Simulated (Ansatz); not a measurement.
**How settings move the G0W0 gap of NaF (Fm-3m)**

NaF (from a published structure), relaxed with r2SCAN; one-shot G0W0 in Ansatz without spin-orbit coupling. Spin-unpolarised calculation; the starting structure is a published one, and the numbers are computed.

```cif
data_structure
_symmetry_space_group_name_H-M 'Fm-3m'
_symmetry_Int_Tables_number 225
_cell_length_a 4.5945
_cell_length_b 4.5945
_cell_length_c 4.5945
_cell_angle_alpha 90.000
_cell_angle_beta 90.000
_cell_angle_gamma 90.000
_cell_volume 96.99
loop_
_atom_site_label
_atom_site_type_symbol
_atom_site_symmetry_multiplicity
_atom_site_Wyckoff_symbol
_atom_site_fract_x
_atom_site_fract_y
_atom_site_fract_z
_atom_site_occupancy
Na1 Na 4 a 0.00000 0.00000 0.00000 1
F1 F 4 b 0.50000 0.00000 0.00000 1
```

Gaps are read over the mesh points alone. G0W0 values are finite-basis, finite-mesh values.
```tsv
start	potentials	frequency model	mesh	empty bands	screening cutoff (eV)	Kohn-Sham gap (eV)	G0W0 gap (eV)	rough cost
PBE	PAW	contour deformation	6×6×6	39	80	6.46	10.51	12 core-seconds
PBE	PAW	contour deformation	6×6×6	91	140	6.46	10.59	30 core-seconds
PBE	PAW	contour deformation	6×6×6	167	210	6.46	10.74	2 core-minutes
HSE06	PAW	contour deformation	6×6×6	91	140	8.63	11.62	60 core-seconds
LDA	PAW	contour deformation	6×6×6	91	140	6.11	10.56	30 core-seconds
r2SCAN	PAW	contour deformation	6×6×6	91	140	7.28	11.06	40 core-seconds
PBE	PAW	Godby-Needs pole	6×6×6	91	140	6.46	10.64	40 core-seconds
PBE	PAW	contour deformation	8×8×8	39	80	6.46	10.51	60 core-seconds
PBE	norm-conserving	contour deformation	6×6×6	91	140	6.45	10.54	100 core-seconds
```

G0W0 moves the gap on the mesh from 6.46 eV (PBE) to 10.74 eV (direct at Γ). Renormalisation factors Z lie between 0.80 and 0.90.

Raising bands and cutoff together moves the gap by +0.08 eV (80 to 140 eV), then +0.15 eV (140 to 210 eV); the last step is still large, so the basis limit isn't reached. Starting from HSE06 (8.63 eV against PBE's 6.46 eV) gives 11.62 eV, +1.03 eV from G0W0@PBE at the same screening cutoff. Starting from LDA (6.11 eV against PBE's 6.46 eV) gives 10.56 eV, -0.03 eV from G0W0@PBE at the same screening cutoff. Starting from r2SCAN (7.28 eV against PBE's 6.46 eV) gives 11.06 eV, +0.47 eV from G0W0@PBE at the same screening cutoff. The Godby-Needs plasmon pole differs from contour deformation by +0.05 eV. An 8×8×8 mesh in place of 6×6×6 changes the opening over PBE by 0.00 eV (the gap on the mesh by 0.00 eV). Norm-conserving potentials (wave cutoff 1320 eV against 420 eV) shift the quasiparticle gap by -0.05 eV and the PBE gap by -0.01 eV. r2SCAN runs take a wave cutoff of 500 eV.
